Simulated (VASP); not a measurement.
KCl:

```
K Cl
1.0
     3.83920    0.00000    0.00000
     0.00000    3.83920    0.00000
     0.00000    0.00000    3.83920
K Cl
1 1
Direct
  0.00000 0.00000 0.00000
  0.50000 0.50000 0.50000
```

Measurements of this composition are mostly on another form, of space group No. 225.

Base run:

* Program: VASP 6.6.1
* Functional: r2SCAN
* Potentials or basis: VASP PAW PBE potentials, release 64 (K_sv, Cl)
* Cutoff: 520 eV
* k mesh: 8 × 8 × 8
* Occupations: gaussian, width 0.02 eV
* Spin: no spin polarisation

Its results: band gap on the k mesh 5.56 eV, indirect (least direct gap 5.77 eV); pressure -1.0 GPa.

Task: The run is repeated on the same cell with these changes: functional from r2SCAN to PBEsol. What comes out?

Result: Band gap on the k mesh 4.62 eV, indirect (least direct gap 4.83 eV); pressure -1.4 GPa.

r2SCAN gives the wider gap, since meta-GGAs in the generalised Kohn-Sham scheme recover part of the derivative discontinuity.

Caveats: the PAW data sets were made with another functional, which shifts forces and pressure a little.
